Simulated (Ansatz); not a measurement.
Input and command of a plane-wave DFT calculation in Ansatz:

```yaml
crystal:
  lattice:
    - [2.8373, 0.0, 0.0]
    - [0.0, 2.8373, 0.0]
    - [0.0, 0.0, 4.0591]
  atoms:
    - { symbol: Ti, position: [0.0, 0.0, 0.0] }
    - { symbol: Al, position: [0.5176223875, 0.5, 0.5] }
basis:
  ecutwfc: 420
kpoints:
  mp_grid: { grid: [16, 16, 12] }
hamiltonian:
  xc: pbe
scf:
  occupations: { method: gaussian, width: 0.15 }
output:
  forces: true
  stress: true
  eigenvalues: true
```

```bash
ansatz run input.yaml --threads 1 --pin off --max-ram 2560MiB --backend cpu --events-out ev --progress --plain --runs-dir out
```

Processor: Intel(R) Xeon(R) Platinum 8259CL CPU @ 2.50GHz (Skylake/Cascade Lake), 1 thread, on a host shared with other jobs.

Problem. How long does it run, and how much memory does it take?

Solution. About 16 s on 1 thread of Intel(R) Xeon(R) Platinum 8259CL CPU @ 2.50GHz (Skylake/Cascade Lake), on a shared host, peak memory 0.59 GiB. It solves 12 bands at 567 k points (the mesh reduced by symmetry) with about 657 plane waves, in 6 SCF iterations.
